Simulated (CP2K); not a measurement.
Crystal: CdS (Greenockite).

```xyz
4
Lattice="4.1500 0.0000 0.0000 -2.0750 3.5940 0.0000 0.0000 0.0000 6.7370" Properties=species:S:1:pos:R:3 pbc="T T T"
Cd    2.0750    1.1980    3.3685
Cd    0.0000    2.3960    0.0000
S     2.0750    1.1980    5.8949
S     0.0000    2.3960    2.5264
```

Base run:

- Program: CP2K 2026.2
- Functional: LDA
- Potentials or basis: GTH_SOC_POTENTIALS Cd GTH-PBE-q12, S GTH-PBE-q6; DZVP-MOLOPT-SR-GTH basis
- Density cutoff: 6123 eV
- k mesh: 7 × 7 × 4
- Occupations: fermi-dirac, width 0.05 eV
- Spin: spin-orbit coupling, no magnetisation

Its results: pressure -0.8 GPa; largest force 0.067 eV/Å.

Q: The run is repeated on the same cell with these changes: functional from LDA to PBE. What comes out?

A: Pressure 3.3 GPa; largest force 0.071 eV/Å.

PBE binds less tightly than LDA, so the same cell stands under more pressure.

Caveats: the basis of atomic orbitals isn't converged, which shifts pressures, moduli and gaps; the potentials were made for another functional, which shifts forces and pressure (some runs).
